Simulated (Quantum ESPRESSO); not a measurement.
# Pb: equation of state with EV93

Crystal: Pb.

```
Pb
1.0
     0.00000    2.47502    2.47502
     2.47502    0.00000    2.47502
     2.47502    2.47502    0.00000
Pb
1
Direct
  0.00000 0.00000 0.00000
```

* Program: Quantum ESPRESSO 7.5
* Task: equation of state
* Functional: EV93
* Potentials or basis: PseudoDojo 0.4.1 SR PBE standard
* Cutoff: 762 eV
* Density cutoff: 3048 eV
* k mesh: 9 × 9 × 9
* Occupations: fermi-dirac, width 0.05 eV
* Spin: no spin polarisation

```
Equilibrium volume : outside the volumes run
```

Energy against volume, from the lowest point:
```csv
volume (Å³/atom),energy (meV/atom)
28.503,365.03
29.110,289.25
29.716,220.25
30.323,157.40
30.929,100.06
31.535,47.74
32.142,0.00
```

All runs of the series together: 46 s on 1 thread of AMD EPYC 7B13 (Zen 3), with other jobs on the host.

Caveat: the potentials were made for another functional, which shifts forces and pressure; the potentials were made for a functional far from this one. The run has no spin-orbit coupling, so splittings on Pb are missing.
